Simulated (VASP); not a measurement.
Ge3N4:

```
CELL_PARAMETERS angstrom
8.05093 0.00000 0.00000
-4.02547 6.97231 0.00000
0.00000 0.00000 3.08352
ATOMIC_POSITIONS crystal
Ge 0.82915 0.23548 0.75000
Ge 0.59366 0.82915 0.25000
Ge 0.23548 0.40634 0.25000
Ge 0.76452 0.59366 0.75000
Ge 0.40634 0.17085 0.75000
Ge 0.17085 0.76452 0.25000
N 0.66667 0.33333 0.75000
N 0.33333 0.66667 0.25000
N 0.66963 0.97272 0.75000
N 0.69691 0.66963 0.25000
N 0.97272 0.30309 0.25000
N 0.02728 0.69691 0.75000
N 0.33037 0.02728 0.25000
N 0.30309 0.33037 0.75000
```

The cell is a database's computed one.

```yaml
Program: VASP 6.6.1
Task: relaxation of cell and atoms
Functional: LDA
Potentials_or_basis: VASP PAW LDA potentials, release 64 (Ge_d, N)
Cutoff: 600 eV
k_mesh: 6 × 6 × 9
Occupations: gaussian, width 0.03 eV
Spin: no spin polarisation
```

At the start: pressure -3.5 GPa; volume 12.36 Å³/atom.

Q: How do energy, volume and symmetry change on relaxing?

A: Over 17 steps the energy falls by 2.6 meV/atom and the volume is 12.14 Å³/atom (-1.8 %); space group P6_3/m (No. 176, to 0.05 Å).

The path:
```tsv
step	energy change (eV)	largest force (eV/Å)	pressure (GPa)	volume (Å³)
1	0.0000	0.0264	-3.53	173.09
2	0.0238	0.1046	5.14	166.35
3	-0.0330	0.0469	0.09	170.08
4	-0.0330	0.0460	-0.04	170.16
5	-0.0335	0.0432	-0.02	170.13
6	-0.0336	0.0583	-0.04	170.11
7	-0.0339	0.0509	0.01	170.09
8	-0.0345	0.0338	0.09	170.02
9	-0.0348	0.0507	0.13	169.89
10	-0.0348	0.0415	0.09	169.92
11	-0.0351	0.0329	0.07	169.93
12	-0.0354	0.0242	-0.02	169.95
13	-0.0355	0.0221	0.03	169.94
14	-0.0356	0.0187	0.04	169.92
15	-0.0357	0.0126	-0.10	169.97
16	-0.0357	0.0129	-0.06	169.97
17	-0.0358	0.0078	0.05	169.92
```

Final structure:
```
CELL_PARAMETERS angstrom
8.00315 0.00000 0.00000
-4.00158 6.93093 0.00000
0.00000 0.00000 3.06337
ATOMIC_POSITIONS crystal
Ge 0.83081 0.23748 0.75000
Ge 0.59333 0.83081 0.25000
Ge 0.23748 0.40667 0.25000
Ge 0.76252 0.59333 0.75000
Ge 0.40667 0.16919 0.75000
Ge 0.16919 0.76252 0.25000
N 0.66667 0.33333 0.75000
N 0.33333 0.66667 0.25000
N 0.66949 0.97460 0.75000
N 0.69490 0.66949 0.25000
N 0.97460 0.30510 0.25000
N 0.02540 0.69490 0.75000
N 0.33051 0.02540 0.25000
N 0.30510 0.33051 0.75000
```
